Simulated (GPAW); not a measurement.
Ga:

```
Ga
1.0
     2.26150   -3.83050    0.00000
     2.26150    3.83050    0.00000
     0.00000    0.00000    4.52400
Ga
4
Direct
  0.34510 0.65490 0.41900
  0.15490 0.84510 0.91900
  0.65490 0.34510 0.58100
  0.84510 0.15490 0.08100
```

Base run:

| Item | Value |
| --- | --- |
| Program | GPAW 26.7.0 |
| Functional | PBEsol |
| Potentials or basis | PAW data sets generated in the run's folder for this functional |
| Cutoff | 600 eV |
| Basis | pw |
| k mesh | 6 × 6 × 5 |
| Occupations | fermi-dirac, width 0.05 eV |
| Spin | no spin polarisation |

Its results: pressure -0.7 GPa; largest force 0.097 eV/Å.

Problem. The run is repeated on the same cell with these changes: functional from PBEsol to LDA; potentials or basis from PAW data sets generated in the run's folder for this functional to the program's PAW data sets (release 1.2.1) made for this functional. What comes out?

Solution. Pressure -2.8 GPa; largest force 0.111 eV/Å.
